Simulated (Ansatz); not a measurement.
Nb:

```
Nb
1.0
     0.00000    2.11500    2.11500
     2.11500    0.00000    2.11500
     2.11500    2.11500    0.00000
Nb
1
Direct
  0.00000 0.00000 0.00000
```

This isn't the form of Nb at room conditions, which is bcc.

* Program: Ansatz 0.2.0
* Task: relaxation of cell and atoms
* Functional: revPBE
* Dispersion: D3(BJ)
* Potentials or basis: Ansatz PAW
* Cutoff: 420 eV (not typed: the program's choice for these potentials)
* k mesh: 11 × 11 × 11
* Occupations: fermi-dirac, width 0.05 eV
* Spin: no spin polarisation

At the start: volume 18.92 Å³/atom.

Problem. How do energy, volume and symmetry change on relaxing?

Solution. It ends after 4 steps and the volume is 17.62 Å³/atom (-6.9 %); space group Fm-3m (No. 225, to 0.05 Å).

Step by step:
```
step  energy change (eV)  largest force (eV/Å)  volume (Å³)
   1              0.0000                0.0000        18.92
   2             -0.0487                0.0000        17.74
   3             -0.0492                0.0000        17.62
   4             -0.0489                0.0000        17.62
```

Final structure:
```cif
data_structure
_symmetry_space_group_name_H-M 'P 1'
_symmetry_Int_Tables_number 1
_cell_length_a 2.9208
_cell_length_b 2.9208
_cell_length_c 2.9208
_cell_angle_alpha 60.000
_cell_angle_beta 60.000
_cell_angle_gamma 60.000
_cell_volume 17.62
loop_
_atom_site_label
_atom_site_type_symbol
_atom_site_fract_x
_atom_site_fract_y
_atom_site_fract_z
_atom_site_occupancy
Nb1 Nb 0.00000 0.00000 0.00000 1
```

Caveat: the plane-wave basis is chosen anew once the cell has moved, so the energies of steps on either side of that aren't comparable; pairwise dispersion overbinds metals, which lowers pressure and volume; the PAW data sets come from PBE, with cores solved anew for the run's functional, which leaves a small shift of forces and pressure.
